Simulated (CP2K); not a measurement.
# La (P6_3/mmc) in CP2K: further runs

The runs below take La through band structure, with PBE.

Everything below comes from runs of CP2K 2026.2. Logs are shortened: lines on timing, memory, paths and dates and some standing lists are left out, and cuts for length are marked.

## (1) Starting point

Symmetry: P6_3/mmc, No. 194, hexagonal system. Conventional cell: a = 3.750 Å, b = 3.750 Å, c = 6.070 Å, α = 90.00°, β = 90.00°, γ = 120.00°. Around La (site symmetry -6m2) lie 12 La at 3.73 to 3.75 Å.

This isn't the form of La at room conditions, which is double hcp.

## (2) Band structure, PBE

la_bands.inp

```
&GLOBAL
  PROJECT la_bands
  RUN_TYPE ENERGY_FORCE
  PRINT_LEVEL LOW
&END GLOBAL
&FORCE_EVAL
  METHOD QS
  STRESS_TENSOR ANALYTICAL
  &DFT
    BASIS_SET_FILE_NAME BASIS_MOLOPT_UCL
    POTENTIAL_FILE_NAME GTH_POTENTIALS
    &MGRID
      CUTOFF 450
      REL_CUTOFF 60
      NGRIDS 5
    &END MGRID
    &QS
      METHOD GPW
      EPS_DEFAULT 1.0E-10
    &END QS
    &KPOINTS
      SCHEME MONKHORST-PACK 8 8 5
      GAMMA_CENTERED T
      SYMMETRY T
      SYMMETRY_BACKEND SPGLIB
    &END KPOINTS
    &SCF
      SCF_GUESS ATOMIC
      EPS_SCF 1.0E-6
      MAX_SCF 100
      ADDED_MOS 20
      CHOLESKY OFF
      EPS_EIGVAL 1.0E-7
      &DIAGONALIZATION ON
        ALGORITHM STANDARD
      &END DIAGONALIZATION
      &MIXING ON
        METHOD BROYDEN_MIXING
        ALPHA 0.4
        BETA 1.5
        NBUFFER 8
      &END MIXING
      &SMEAR ON
        METHOD FERMI_DIRAC
        ELECTRONIC_TEMPERATURE [K] 580.226
      &END SMEAR
    &END SCF
    &XC
      &XC_FUNCTIONAL PBE
      &END XC_FUNCTIONAL
    &END XC
    &PRINT
      &KPOINTS ON
      &END KPOINTS
      &MULLIKEN ON
      &END MULLIKEN
      &MO ON
        ENERGIES T
        OCCUPATION_NUMBERS T
        &EACH
          QS_SCF 0
        &END EACH
        ADD_LAST NUMERIC
      &END MO
      &BAND_STRUCTURE
        FILE_NAME bands.bs
        ADDED_MOS 6
        &KPOINT_SET
          UNITS B_VECTOR
          NPOINTS 8
          SPECIAL_POINT GAMMA 0.00000000 0.00000000 0.00000000
          SPECIAL_POINT M 0.50000000 0.00000000 0.00000000
          SPECIAL_POINT K 0.33333333 0.33333333 0.00000000
          SPECIAL_POINT GAMMA 0.00000000 0.00000000 0.00000000
          SPECIAL_POINT A 0.00000000 0.00000000 0.50000000
          SPECIAL_POINT L 0.50000000 0.00000000 0.50000000
          SPECIAL_POINT H 0.33333333 0.33333333 0.50000000
          SPECIAL_POINT A 0.00000000 0.00000000 0.50000000
        &END KPOINT_SET
        &KPOINT_SET
          UNITS B_VECTOR
          NPOINTS 8
          SPECIAL_POINT L 0.50000000 0.00000000 0.50000000
          SPECIAL_POINT M 0.50000000 0.00000000 0.00000000
        &END KPOINT_SET
        &KPOINT_SET
          UNITS B_VECTOR
          NPOINTS 8
          SPECIAL_POINT K 0.33333333 0.33333333 0.00000000
          SPECIAL_POINT H 0.33333333 0.33333333 0.50000000
        &END KPOINT_SET
      &END BAND_STRUCTURE
    &END PRINT
  &END DFT
  &SUBSYS
    &CELL
      A 3.7500000000 0.0000000000 0.0000000000
      B -1.8750000000 3.2475952642 0.0000000000
      C 0.0000000000 0.0000000000 6.0700000000
      PERIODIC XYZ
    &END CELL
    &COORD
      SCALED
      La  0.6666666667 0.3333333333 0.7500000000
      La  0.3333333333 0.6666666667 0.2500000000
    &END COORD
    &KIND La
      BASIS_SET DZVP-MOLOPT-SR-GTH-q11
      POTENTIAL GTH-PBE-q11
    &END KIND
    &PRINT
      &ATOMIC_COORDINATES ON
      &END ATOMIC_COORDINATES
      &CELL ON
      &END CELL
    &END PRINT
  &END SUBSYS
  &PRINT
    &FORCES ON
    &END FORCES
    &STRESS_TENSOR ON
    &END STRESS_TENSOR
  &END PRINT
&END FORCE_EVAL
```

Potentials or basis: GTH_POTENTIALS La GTH-PBE-q11; DZVP-MOLOPT-SR-GTH basis.

Command:

```
$ OMP_NUM_THREADS=1 cp2k.psmp -i la_bands.inp -o la_bands.out
```

la_bands.out:

```text

 CP2K| version string:                                       CP2K version 2026.2
 CP2K| Input file name                                              la_bands.inp

 GLOBAL| Force Environment number                                              1
 GLOBAL| Basis set file name                                    BASIS_MOLOPT_UCL
 GLOBAL| Potential file name                                      GTH_POTENTIALS
 GLOBAL| MM Potential file name                                     MM_POTENTIAL
 GLOBAL| Coordinate file name                                      __STD_INPUT__
 GLOBAL| Method name                                                        CP2K
 GLOBAL| Project name                                                   la_bands
 GLOBAL| Run type                                                   ENERGY_FORCE
 GLOBAL| FFT library                                                       FFTW3
[... 6 lines left out ...]
 GLOBAL| Total number of message passing processes                             1
 GLOBAL| Number of threads for this process                                    1
 GLOBAL| CPU model name                          AMD EPYC 7R43 64-Core Processor

 CELL| Volume [angstrom^3]:                                            73.923387
 CELL| Vector a [angstrom]:       3.750     0.000     0.000   |a| =     3.750000
 CELL| Vector b [angstrom]:      -1.875     3.248     0.000   |b| =     3.750000
 CELL| Vector c [angstrom]:       0.000     0.000     6.070   |c| =     6.070000
 CELL| Angle (b,c), alpha [degree]:                                    90.000000
 CELL| Angle (a,c), beta  [degree]:                                    90.000000
 CELL| Angle (a,b), gamma [degree]:                                   120.000000
 CELL| Numerically orthorhombic:                                              NO
 CELL| Periodicity                                                           XYZ

 CELL_REF| Volume [angstrom^3]:                                        73.923387
 CELL_REF| Vector a [angstrom     3.750     0.000     0.000   |a| =     3.750000
 CELL_REF| Vector b [angstrom    -1.875     3.248     0.000   |b| =     3.750000
 CELL_REF| Vector c [angstrom     0.000     0.000     6.070   |c| =     6.070000
 CELL_REF| Angle (b,c), alpha [degree]:                                90.000000
 CELL_REF| Angle (a,c), beta  [degree]:                                90.000000
 CELL_REF| Angle (a,b), gamma [degree]:                               120.000000
 CELL_REF| Numerically orthorhombic:                                          NO
 CELL_REF| Periodicity                                                       XYZ
[... 9 lines left out ...]
 TOTAL NUMBERS AND MAXIMUM NUMBERS

  Total number of            - Atomic kinds:                                   1
                             - Atoms:                                          2
                             - Shell sets:                                     2
                             - Shells:                                        16
                             - Primitive Cartesian functions:                 14
                             - Cartesian basis functions:                     62
[... 115 lines left out ...]
  Core Hamiltonian energy:                                     25.11273613723278
  Hartree energy:                                              47.88285349058400
  Exchange-correlation energy:                                 -8.73415218108584
  Electronic entropic energy:                                  -0.00118893436182
  Fermi energy:                                                 0.33985665421464

  Total energy:                                               -63.34150776733091
  Total energy (extrapolated to T->0):                        -63.34091330015000

 MO| EIGENVALUES AND OCCUPATION NUMBERS FOR K POINT 1
 MO|
 MO|  Index      Eigenvalue [a.u.]        Eigenvalue [eV]             Occupation
 MO|      1              -0.898021             -24.436404               2.000000
 MO|      2              -0.897717             -24.428129               2.000000
 MO|      3              -0.294194              -8.005422               2.000000
 MO|      4              -0.292647              -7.963317               2.000000
 MO|      5              -0.281099              -7.649091               2.000000
 MO|      6              -0.276718              -7.529881               2.000000
[... 504 lines left out ...]
 MO|     30               0.565156              15.378685               0.000000
 MO|     31               0.570534              15.525019               0.000000
 MO| Sum:                                                              22.805660
 MO| E(Fermi):            0.339857 a.u.          9.247970 eV

 [... the levels of further k-points ...]

 !-----------------------------------------------------------------------------!
                     Mulliken Population Analysis

 #  Atom  Element  Kind  Atomic population                           Net charge
       1     La       1         11.000000                             -0.000000
       2     La       1         11.000000                             -0.000000
 # Total charge                             22.000000                 -0.000000

 !-----------------------------------------------------------------------------!

 KPOINTS| Band Structure Calculation
 KPOINTS| Number of k-point sets                                               3
 KPOINTS| Number of added MOs/bands                                            6
 KPOINTS| Number of k-points in set    1                                      57
 KPOINTS| In units of b-vector [2pi/Bohr]
 KPOINTS| Special point     1       GAMMA     0.000000     0.000000     0.000000
 KPOINTS| Special point     2           M     0.500000     0.000000     0.000000
 KPOINTS| Special point     3           K     0.333333     0.333333     0.000000
 KPOINTS| Special point     4       GAMMA     0.000000     0.000000     0.000000
 KPOINTS| Special point     5           A     0.000000     0.000000     0.500000
 KPOINTS| Special point     6           L     0.500000     0.000000     0.500000
 KPOINTS| Special point     7           H     0.333333     0.333333     0.500000
 KPOINTS| Special point     8           A     0.000000     0.000000     0.500000
 KPOINTS| Number of k-points in set    2                                       9
 KPOINTS| In units of b-vector [2pi/Bohr]
 KPOINTS| Special point     1           L     0.500000     0.000000     0.500000
 KPOINTS| Special point     2           M     0.500000     0.000000     0.000000
 KPOINTS| Number of k-points in set    3                                       9
 KPOINTS| In units of b-vector [2pi/Bohr]
 KPOINTS| Special point     1           K     0.333333     0.333333     0.000000
 KPOINTS| Special point     2           H     0.333333     0.333333     0.500000

 ENERGY| Total FORCE_EVAL ( QS ) energy [hartree]            -63.341504249127716

 FORCES| Atomic forces [hartree/bohr]
 FORCES|   Atom     x               y               z               |f|
 FORCES|      1  3.46746657E-09 -6.87983900E-10 -3.05617542E-08   3.07655240E-08
 FORCES|      2 -3.46747046E-09  6.87988316E-10  3.05617443E-08   3.07655147E-08
 FORCES| Sum    -3.88594633E-15  4.41508857E-15 -9.96577300E-15
 FORCES| Total atomic force                                       1.15719582E-14

 STRESS| Analytical stress tensor [bar]
 STRESS|                        x                   y                   z
 STRESS|      x        2.20628788259E+04  -6.14708847343E-02   3.90258093216E-08
 STRESS|      y       -6.14708847343E-02   2.20628161190E+04  -2.59185242330E-08
 STRESS|      z        3.90258093216E-08  -2.59185242330E-08   2.30728086875E+04
 STRESS| 1/3 Trace                                             2.23995012108E+04
 STRESS| Determinant                                           1.12311335169E+13

 STRESS| Eigenvectors and eigenvalues of the analytical stress tensor [bar]
 STRESS|                        1                   2                   3
 STRESS| Eigenvalues   2.20627784673E+04   2.20629164776E+04   2.30728086875E+04
 STRESS|      x           0.522319903006      0.852749622646      0.000000000039
 STRESS|      y           0.852749622646     -0.522319903006     -0.000000000026
 STRESS|      z           0.000000000002     -0.000000000046      1.000000000000
```

Wall time 94 s (1 thread of AMD EPYC 7R43 (Zen 3), shared host); peak memory 0.4 GiB.

What came out:

```
Free energy            : -1723.6100 eV
Pressure               : 2.2 GPa
Band gap on the k mesh : none (metal or under the smearing width)
```

Levels at the corners of the path, in eV from the Fermi level:
```
point  band 9  band 10  band 11  band 12  band 13  band 14
    Γ   -3.28    -1.82     1.35     1.35     1.35     1.98
    M   -1.69    -1.22    -1.22     1.17     1.33     1.50
    K   -1.36    -0.02    -0.02     0.21     0.96     0.96
    Γ   -3.28    -1.82     1.35     1.35     1.35     1.98
    A   -1.94    -1.94     0.74     0.74     1.33     1.33
    L   -1.73    -1.73    -0.43    -0.43     2.55     2.55
    H   -0.67    -0.67    -0.25    -0.25     1.05     1.05
    A   -1.94    -1.94     0.74     0.74     1.33     1.33
    L   -1.73    -1.73    -0.43    -0.43     2.55     2.55
    M   -1.69    -1.22    -1.22     1.17     1.33     1.50
    K   -1.36    -0.02    -0.02     0.21     0.96     0.96
    H   -0.67    -0.67    -0.25    -0.25     1.05     1.05
```

Caveat: spin-orbit coupling is left out, which moves the levels of the heavy elements; the basis of atomic orbitals isn't converged, which shifts pressures, moduli and gaps.

(Part 1 of 2 ends here.)
